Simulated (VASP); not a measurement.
# C: training a force field on the fly

C, Fd-3m (no. 227), 64 atoms in the cell. PBE, machine-learned force field trained on the fly; PAW potentials C (PBE set).

## Input

INCAR.step1:
```
PREC = Normal
ENCUT = 450
EDIFF = 1E-5
LREAL = Auto
ALGO = Fast
NELMIN = 4
NELM = 100
ISYM = 0
ISMEAR = 0
SIGMA = 0.05
LWAVE = False
LCHARG = False
IBRION = 0
ISIF = 2
TEBEG = 1800
POTIM = 2.0
RANDOM_SEED = 263306 0 0
MDALGO = 1
ANDERSEN_PROB = 0.1
NSW = 80
ML_LMLFF = True
ML_MODE = train
ML_CTIFOR = 1E-6
ML_ICRITERIA = 0
ML_NMDINT = 1
```

INCAR.step2:
```
PREC = Normal
ENCUT = 450
EDIFF = 1E-5
LREAL = Auto
ALGO = Fast
NELMIN = 4
NELM = 100
ISYM = 0
ISMEAR = 0
SIGMA = 0.05
LWAVE = False
LCHARG = False
IBRION = 0
ISIF = 2
TEBEG = 1080
POTIM = 2.0
RANDOM_SEED = 417670 0 0
MDALGO = 3
LANGEVIN_GAMMA = 10
NSW = 1500
TEEND = 2250
ML_LMLFF = True
ML_MODE = train
ML_CTIFOR = 0.02
```

INCAR.step3:
```
PREC = Normal
ENCUT = 450
EDIFF = 1E-5
LREAL = Auto
ALGO = Fast
NELMIN = 4
NELM = 100
ISYM = 0
ISMEAR = 0
SIGMA = 0.05
LWAVE = False
LCHARG = False
ML_LMLFF = True
ML_MODE = refit
```

INCAR.step4:
```
PREC = Normal
ENCUT = 450
ISYM = 0
ISMEAR = 0
SIGMA = 0.05
LWAVE = False
LCHARG = False
ML_LMLFF = True
ML_MODE = run
NWRITE = 2
IBRION = -1
NSW = 0
```

INCAR.step5:
```
PREC = Normal
ENCUT = 450
EDIFF = 1E-5
LREAL = Auto
ALGO = Fast
NELMIN = 4
NELM = 100
ISYM = 0
ISMEAR = 0
SIGMA = 0.05
LWAVE = False
LCHARG = False
```

INCAR.step6:
```
PREC = Normal
ENCUT = 450
ISYM = 0
ISMEAR = 0
SIGMA = 0.05
LWAVE = False
LCHARG = False
ML_LMLFF = True
ML_MODE = run
NWRITE = 0
IBRION = 2
NSW = 300
EDIFFG = -2E-4
ISIF = 2
```

INCAR.step9:
```
PREC = Normal
ENCUT = 450
ISYM = 0
ISMEAR = 0
SIGMA = 0.05
LWAVE = False
LCHARG = False
ML_LMLFF = True
ML_MODE = run
NWRITE = 0
IBRION = 6
NFREE = 2
POTIM = 0.01
NSW = 1
PHON_LMC = True
PHON_NSTRUCT = -1
ISIF = 2
```

KPOINTS:
```
k-points
0
Gamma
  1 1 1
```

POSCAR.step1:
```
C
1.0
    7.1334800000      0.0000000000      0.0000000000
    0.0000000000      7.1334800000      0.0000000000
    0.0000000000      0.0000000000      7.1334800000
C
64
Direct
    0.1256124800      0.1131523400      0.1338577000
    0.1324223700      0.1234000500      0.6277121900
    0.1367213700      0.6149603500      0.1231169600
    0.1239034500      0.6286733400      0.6274750100
    0.6286198900      0.1275981200      0.1303034600
    0.6336355500      0.1276849200      0.6324317800
    0.6393663500      0.6260551700      0.1227845300
    0.6333885100      0.6307341300      0.6219269800
    0.2302186900     -0.0093072100      0.2664030000
    0.2574124100      0.0079772300      0.7589645400
    0.2494902400      0.5106821600      0.2420425000
    0.2570551700      0.4983761100      0.7392492400
    0.7646471600     -0.0001144800      0.2568635200
    0.7490740900     -0.0038280300      0.7394432100
    0.7508496400      0.5058830300      0.2536850100
    0.7401571300      0.4992646800      0.7520644000
    0.1375381900      0.3805603600      0.3698411200
    0.1290364600      0.3834050500      0.8676508600
    0.1177159400      0.8835120300      0.3700914700
    0.1229257300      0.8713065900      0.8693209300
    0.6366948800      0.3726857800      0.3829845500
    0.6079725100      0.3780858700      0.8835825800
    0.6408942900      0.8780909300      0.3802665700
    0.6249952300      0.8628575300      0.8635482300
    0.2496914700      0.2495194000     -0.0057922500
    0.2436613100      0.2393570300      0.4982631900
    0.2520730900      0.7547412000      0.0085284600
    0.2545391600      0.7573669700      0.5049019600
    0.7450246400      0.2453723300     -0.0013749400
    0.7540798800      0.2507711000      0.5057551700
    0.7555259500      0.7461326900     -0.0107483300
    0.7545744800      0.7628018400      0.5002388600
    0.3820798100      0.1295628100      0.3773956200
    0.3849216400      0.1183757800      0.8669249700
    0.3731993400      0.6259562000      0.3658569000
    0.3721237800      0.6270545500      0.8692080900
    0.8764129100      0.1196073300      0.3762735400
    0.8803575700      0.1132447900      0.8724596400
    0.8834734900      0.6271713600      0.3754335800
    0.8858762100      0.6253116800      0.8812474100
    0.0066216100      0.0055153900     -0.0045506100
    0.0110613400     -0.0019277200      0.5098211100
    0.0081678100      0.4966941300     -0.0069888900
    0.0052027000      0.4966597200      0.4871228400
    0.4901573500     -0.0059880800     -0.0169844300
    0.5053776300      0.0043011300      0.5014348000
    0.5010848400      0.4856727200     -0.0018645600
    0.5030258700      0.4883857200      0.5033496500
    0.3743205000      0.3751981300      0.1221935200
    0.3776688100      0.3744453900      0.6297919700
    0.3811030600      0.8739444200      0.1240615400
    0.3784916400      0.8775447700      0.6290228000
    0.8751529200      0.3665009700      0.1212980500
    0.8757180900      0.3792262500      0.6174783100
    0.8718958100      0.8743196000      0.1417027700
    0.8799304300      0.8717573100      0.6370453900
    0.0018885800      0.2463437200      0.2603667600
   -0.0108956100      0.2399620700      0.7600818500
   -0.0062276000      0.7580068600      0.2458758700
    0.0012250400      0.7626732700      0.7488634200
    0.4985092900      0.2578634800      0.2457297100
    0.5061408200      0.2429338100      0.7570415000
    0.4998222900      0.7423586400      0.2453259700
    0.4990078400      0.7451636700      0.7509652900
```

Commands (each step's output is kept before the next begins):
```
cat potpaw_PBE.64/C/POTCAR > POTCAR
cp INCAR.step1 INCAR
cp POSCAR.step1 POSCAR
mpirun -np 4 vasp_gam > vasp.out
cp ML_ABN ../ML_AB
cp CONTCAR POSCAR
cp ../ML_AB ML_AB
cp INCAR.step2 INCAR
mpirun -np 4 vasp_gam > vasp.out
cp ML_ABN ../ML_AB
cp CONTCAR POSCAR
cp ../ML_AB ML_AB
cp INCAR.step3 INCAR
mpirun -np 4 vasp_gam > vasp.out
cp ML_FFN ../ML_FF
cp ../ML_FF ML_FF
rm ML_AB
cp INCAR.step4 INCAR
mpirun -np 4 vasp_gam > vasp.out
cp INCAR.step5 INCAR
mpirun -np 4 vasp_gam > vasp.out
cp INCAR.step6 INCAR
mpirun -np 4 vasp_gam > vasp.out
cp CONTCAR ../POSCAR.min
cp CONTCAR POSCAR
cp INCAR.step5 INCAR
mpirun -np 4 vasp_gam > vasp.out
cp INCAR.step4 INCAR
mpirun -np 4 vasp_gam > vasp.out
cp INCAR.step9 INCAR
mpirun -np 4 vasp_gam > vasp.out
cp DYNMATFULL ../DYNMATFULL
```

## Result

- Force error of the fit (eV/Å): 0.095
- Energy error of the fit (eV/atom): 0.0008

The training runs are MD at 1080 to 2250 K, 3.2 ps in all.

Between the relaxed minimum and a frame of the training run, the force field gives 18.888 eV and DFT 18.873 eV.

ML_LOGFILE.step1:
```
# STATUS This line describes the overall status of each step.
# STATUS
# STATUS nstep ..... MD time step or input structure counter
# STATUS state ..... One-word description of step action
# STATUS             - "accurate"  (1) : Errors are low, force field is used
# STATUS             - "threshold" (2) : Errors exceeded threshold, structure is sampled from ab initio
# STATUS             - "learning"  (3) : Stored configurations are used for training force field
# STATUS             - "critical"  (4) : Errors are high, ab initio sampling and learning is enforced
# STATUS             - "predict"   (5) : Force field is used in prediction mode only, no error checking
# STATUS             - "predfast"  (6) : Prediction mode only, no error checking, no error estimates
# STATUS             - "interval"  (7) : Errors exceeded threshold, but too close to last sampling (ML_NMDINT)
# STATUS is ........ Integer representation of above one-word description (integer in parenthesis)
# STATUS doabin .... Perform ab initio calculation (T/F)
# STATUS iff ....... Force field available (T/F, False after startup hints to possible convergence problems)
[... 34 lines left out ...]
BEEF                   77   4.47429988E-06   1.79098916E-02   8.42724324E-03   1.00000000E-06   1.86056959E-01   1.51961483E-01
BEEF                   78   4.41693281E-06   1.85090951E-02   8.40897234E-03   1.00000000E-06   1.60974412E-01   1.43198174E-01
BEEF                   79   4.37882582E-06   2.05873504E-02   8.92551750E-03   1.00000000E-06   2.07960759E-01   1.76318359E-01
BEEF                   80   4.35093993E-06   2.69712627E-02   9.29341243E-03   1.00000000E-06   2.14391033E-01   1.90798492E-01
ERR                    77   1.26487303E-03   1.43008400E-01   2.82734685E+00
ERR                    78   1.27553500E-03   1.40706176E-01   2.81571216E+00
ERR                    79   1.24679072E-03   1.42005639E-01   2.83371299E+00
ERR                    80   1.24202202E-03   1.41609207E-01   2.85743498E+00
```

ML_LOGFILE.step2:
```
# STATUS This line describes the overall status of each step.
# STATUS
# STATUS nstep ..... MD time step or input structure counter
# STATUS state ..... One-word description of step action
# STATUS             - "accurate"  (1) : Errors are low, force field is used
# STATUS             - "threshold" (2) : Errors exceeded threshold, structure is sampled from ab initio
# STATUS             - "learning"  (3) : Stored configurations are used for training force field
# STATUS             - "critical"  (4) : Errors are high, ab initio sampling and learning is enforced
# STATUS             - "predict"   (5) : Force field is used in prediction mode only, no error checking
# STATUS             - "predfast"  (6) : Prediction mode only, no error checking, no error estimates
# STATUS             - "interval"  (7) : Errors exceeded threshold, but too close to last sampling (ML_NMDINT)
# STATUS is ........ Integer representation of above one-word description (integer in parenthesis)
# STATUS doabin .... Perform ab initio calculation (T/F)
# STATUS iff ....... Force field available (T/F, False after startup hints to possible convergence problems)
[... 34 lines left out ...]
BEEF                 1497   3.66972831E-06   2.45630449E-02   7.47374271E-03   2.00000000E-02   2.64126667E-01   2.13364879E-01
BEEF                 1498   3.67727496E-06   2.28637932E-02   7.24182871E-03   2.00000000E-02   2.64819724E-01   2.05510731E-01
BEEF                 1499   3.66404720E-06   2.03038939E-02   7.24397245E-03   2.00000000E-02   2.58852567E-01   2.05023364E-01
BEEF                 1500   3.69573653E-06   1.85322641E-02   7.50380644E-03   2.00000000E-02   2.75133875E-01   2.24779732E-01
ERR                  1197   1.05431286E-03   1.27251162E-01   3.02268266E+00
ERR                  1267   1.00264012E-03   1.23019124E-01   3.00192645E+00
ERR                  1420   1.05194305E-03   1.26139725E-01   3.16954017E+00
ERR                  1491   1.02531902E-03   1.24797294E-01   3.23359431E+00
```

ML_LOGFILE.step3:
```
# STATUS This line describes the overall status of each step.
# STATUS
# STATUS nstep ..... MD time step or input structure counter
# STATUS state ..... One-word description of step action
# STATUS             - "accurate"  (1) : Errors are low, force field is used
# STATUS             - "threshold" (2) : Errors exceeded threshold, structure is sampled from ab initio
# STATUS             - "learning"  (3) : Stored configurations are used for training force field
# STATUS             - "critical"  (4) : Errors are high, ab initio sampling and learning is enforced
# STATUS             - "predict"   (5) : Force field is used in prediction mode only, no error checking
# STATUS             - "predfast"  (6) : Prediction mode only, no error checking, no error estimates
# STATUS             - "interval"  (7) : Errors exceeded threshold, but too close to last sampling (ML_NMDINT)
# STATUS is ........ Integer representation of above one-word description (integer in parenthesis)
# STATUS doabin .... Perform ab initio calculation (T/F)
# STATUS iff ....... Force field available (T/F, False after startup hints to possible convergence problems)
[... 19 lines left out ...]
# BEEF bee_max_stress ... Bayesian error estimate of stresses (max) (kB)
# BEEF bee_ave_stress ... Bayesian error estimate of stresses (average) (kB)
# BEEF              nstep       bee_energy    bee_max_force    bee_ave_force        threshold   bee_max_stress   bee_ave_stress
# BEEF                  2                3                4                5                6                7                8
# SPRSC This line shows the results of sparsification regarding the number
# SPRSC of reference structures and local reference configurations.
# SPRSC
STATUS                  0  learning  3      T      F         0         0
STATUS                  1  accurate  1      F      T         1         1
SPRSC                   0       125       125 C        136       136
ERR                     0   8.39839837E-04   9.49551610E-02   2.30965148E+00
```

VASP 6.6.1 took 1772 s on 4 cores (Intel Xeon Platinum 8488C (Sapphire Rapids)), a shared host.
